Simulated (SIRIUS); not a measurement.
Input of a SIRIUS 7.12.0 run:

Contents of run.py:

```python
import json, subprocess
import numpy as np
from ase import Atoms
from ase.io import read
from ase.calculators.calculator import Calculator, all_changes
from ase.units import Bohr, Hartree, GPa
from ase.optimize import BFGS
from ase.filters import FrechetCellFilter

class Sirius(Calculator):
    """Writes sirius.json, runs sirius.scf and reads out.json."""
    implemented_properties = ["energy", "free_energy", "forces", "stress", "magmom"]

    def __init__(self, config, files):
        super().__init__()
        self.config, self.files, self.calls = config, files, 0

    def calculate(self, atoms=None, properties=["energy"], system_changes=all_changes):
        super().calculate(atoms, properties, system_changes)
        symbols = atoms.get_chemical_symbols()
        types = list(dict.fromkeys(symbols))
        order = [i for t in types for i, s in enumerate(symbols) if s == t]
        frac = atoms.get_scaled_positions(wrap=False)
        m = atoms.get_initial_magnetic_moments()
        m = m if m.ndim == 2 else np.c_[0 * m, 0 * m, m]
        spin = self.config["parameters"]["num_mag_dims"] > 0
        rows = {t: [list(frac[i]) + (list(m[i]) if spin else []) for i in order if symbols[i] == t] for t in types}
        cell = {"lattice_vectors": (atoms.cell[:] / Bohr).tolist(), "atom_types": types, "atom_files": self.files, "atoms": rows}
        json.dump({**self.config, "unit_cell": cell}, open("sirius.json", "w"), indent=1)
        self.calls += 1
        with open(f"sirius_{self.calls:03d}.out", "w") as log:
            subprocess.run(["sirius.scf", "--input=sirius.json", "--output=out.json"], stdout=log, stderr=subprocess.STDOUT, check=True)
        gs = json.load(open("out.json"))["ground_state"]
        if not gs["converged"]:
            raise RuntimeError("SCF did not converge")
        self.results = {"energy": gs["energy"]["free"] * Hartree, "free_energy": gs["energy"]["free"] * Hartree}
        if "forces" in gs:
            f = np.zeros((len(atoms), 3))
            f[order] = np.array(gs["forces"]) * Hartree / Bohr
            self.results["forces"] = f
        if "stress" in gs:
            s = np.array(gs["stress"]) * Hartree / Bohr**3
            self.results["stress"] = s.flat[[0, 4, 8, 5, 2, 1]]
        if spin:
            self.results["magmom"] = gs["magnetisation"]["total"][2]

atoms = read("POSCAR")

config = {
    "control": {
        "processing_unit": 'cpu',
        "verbosity": 1,
        "print_forces": True,
        "print_stress": True,
    },
    "parameters": {
        "electronic_structure_method": 'pseudopotential',
        "xc_functionals": ['XC_GGA_X_PBE', 'XC_GGA_C_PBE'],
        "gk_cutoff": 9.6,
        "pw_cutoff": 19.2,
        "ngridk": [5, 5, 4],
        "shiftk": [0, 0, 0],
        "smearing": 'fermi_dirac',
        "smearing_width": 0.0018374661,
        "num_bands": 20,
        "num_mag_dims": 0,
        "num_dft_iter": 100,
        "energy_tol": 1e-08,
        "density_tol": 1e-06,
    },
    "iterative_solver": {
        "type": 'davidson',
        "min_tolerance": 1e-10,
    },
    "mixer": {
        "type": 'anderson',
        "beta": 0.7,
        "max_history": 8,
    },
    "settings": {
        "tol_ne": 1e-10,
        "pseudo_grid_cutoff": 6.5,
    },
}
dft = Sirius(config, {'O': 'O.json', 'Cu': 'Cu.json'})
atoms.calc = dft
results = {"symbols": atoms.get_chemical_symbols(), "cell": atoms.cell[:].tolist(), "frac": atoms.get_scaled_positions(wrap=False).tolist(), "steps": []}

def note():
    results["steps"].append({"energy": atoms.get_potential_energy(), "cell": atoms.cell[:].tolist(), "positions": atoms.positions.tolist(),
                             "forces": atoms.get_forces().tolist(), "stress": atoms.get_stress().tolist()})
    json.dump(results, open("results.json", "w"))

opt = BFGS(FrechetCellFilter(atoms, scalar_pressure=0.0 * GPa))
opt.attach(note)
results["converged"] = bool(opt.run(fmax=0.02, steps=30))
print("converged:", results["converged"])
print("cell parameters:", atoms.cell.cellpar().round(5))
print("volume per atom (A^3):", round(atoms.get_volume() / len(atoms), 4))
print(atoms.get_scaled_positions().round(6))
json.dump(results, open("results.json", "w"))
```

The input POSCAR:

```
CuO
1.0
    2.8363251100      0.0000000000      0.0000000000
   -1.4181625500      2.4563296000      0.0000000000
    0.0000000000      0.0000000000      2.7681127800
Cu O
1 1
Direct
    0.0000000000      0.0000000000      0.0000000000
    0.6666666667      0.3333333333      0.5000000000
```

Potentials or basis: PseudoDojo 0.4.1 PBE standard (scalar relativistic).

The run is started by

```bash
$ upf_to_json O.upf
$ upf_to_json Cu.upf
$ OMP_NUM_THREADS=4 python run.py
```

Question: Estimate the relaxed volume.

Answer: 9.69 Å³/atom.

Question: What does it give for the relaxed cell?

Answer: a = 2.893 Å, b = 2.893 Å, c = 2.674 Å, α = 90.00°, β = 90.00°, γ = 120.00°.

Question: Estimate the space group after relaxing (to 0.05 Å).

Answer: P-6m2 (No. 187).

Question: Estimate the band gap on the k mesh.

Answer: None (metal or under the smearing width).

Final structure:
```cif
data_structure
_symmetry_space_group_name_H-M 'P 1'
_symmetry_Int_Tables_number 1
_cell_length_a 2.8926
_cell_length_b 2.8926
_cell_length_c 2.6737
_cell_angle_alpha 90.000
_cell_angle_beta 90.000
_cell_angle_gamma 120.000
_cell_volume 19.37
loop_
_atom_site_label
_atom_site_type_symbol
_atom_site_fract_x
_atom_site_fract_y
_atom_site_fract_z
_atom_site_occupancy
Cu1 Cu 0.00000 0.00000 0.00000 1
O1 O 0.66667 0.33333 0.50000 1
```

Caveat: the k mesh is coarse (spacing up to 0.57 Å⁻¹), so the values aren't converged; an odd number of electrons without spin polarisation forces a metal; a magnetic or distorted state may lie lower; the run has no spin polarisation, though such a crystal can be magnetic; semilocal functionals often make such compounds metallic where correlation or magnetic order opens a gap, which also shifts bond lengths. With open d or f shells a metallic result of PBE can be an artefact of self-interaction; +U or a hybrid may open a gap.
